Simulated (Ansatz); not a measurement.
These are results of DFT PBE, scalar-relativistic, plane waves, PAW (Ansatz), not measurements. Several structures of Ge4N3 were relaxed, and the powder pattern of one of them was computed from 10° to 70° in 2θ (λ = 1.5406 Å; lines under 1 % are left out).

Cu Kα1 powder pattern (kinematic, no thermal factors).
2θ (°) (relative intensity): 19.56 (5), 34.22 (100), 39.72 (35), 44.65 (6), 49.18 (13), 57.44 (35), 61.28 (6), 68.59 (30)

Task: Which structure gives it?
A.

```cif
data_structure
_symmetry_space_group_name_H-M 'I-42m'
_symmetry_Int_Tables_number 121
_cell_length_a 5.1170
_cell_length_b 5.1170
_cell_length_c 8.7188
_cell_angle_alpha 90.000
_cell_angle_beta 90.000
_cell_angle_gamma 90.000
_cell_volume 228.29
loop_
_atom_site_label
_atom_site_type_symbol
_atom_site_symmetry_multiplicity
_atom_site_Wyckoff_symbol
_atom_site_fract_x
_atom_site_fract_y
_atom_site_fract_z
_atom_site_occupancy
Ge1 Ge 8 i 0.72372 0.72372 0.38176 1
N1 N 2 a 0.00000 0.00000 0.00000 1
N2 N 4 c 0.50000 0.00000 0.00000 1
```

B.

```cif
data_structure
_symmetry_space_group_name_H-M 'P-43m'
_symmetry_Int_Tables_number 215
_cell_length_a 4.5344
_cell_length_b 4.5344
_cell_length_c 4.5344
_cell_angle_alpha 90.000
_cell_angle_beta 90.000
_cell_angle_gamma 90.000
_cell_volume 93.23
loop_
_atom_site_label
_atom_site_type_symbol
_atom_site_symmetry_multiplicity
_atom_site_Wyckoff_symbol
_atom_site_fract_x
_atom_site_fract_y
_atom_site_fract_z
_atom_site_occupancy
Ge1 Ge 4 e 0.72263 0.27737 0.27737 1
N1 N 3 d 0.00000 0.00000 0.50000 1
```

C.

```cif
data_structure
_symmetry_space_group_name_H-M 'R3m:H'
_symmetry_Int_Tables_number 160
_cell_length_a 3.0769
_cell_length_b 3.0769
_cell_length_c 41.6838
_cell_angle_alpha 90.000
_cell_angle_beta 90.000
_cell_angle_gamma 120.000
_cell_volume 341.75
loop_
_atom_site_label
_atom_site_type_symbol
_atom_site_symmetry_multiplicity
_atom_site_Wyckoff_symbol
_atom_site_fract_x
_atom_site_fract_y
_atom_site_fract_z
_atom_site_occupancy
Ge1 Ge 3 a 0.66667 0.33333 0.04788 1
Ge2 Ge 3 a 0.00000 0.00000 0.11825 1
Ge3 Ge 3 a 0.00000 0.00000 0.27386 1
Ge4 Ge 3 a 0.66667 0.33333 0.20329 1
N1 N 3 a 0.66667 0.33333 0.09322 1
N2 N 3 a 0.00000 0.00000 0.22747 1
N3 N 3 a 0.00000 0.00000 0.03303 1
```

Result: B. Its strongest line, at 2θ = 34.22°, has d = λ/(2 sin θ) = 2.618 Å and is the (1 1 1) reflection of the conventional P-43m cell with a = 4.534 Å. The others have their strongest lines at 32.1° (A); 25.6° (C).

The cells needn't be stable.
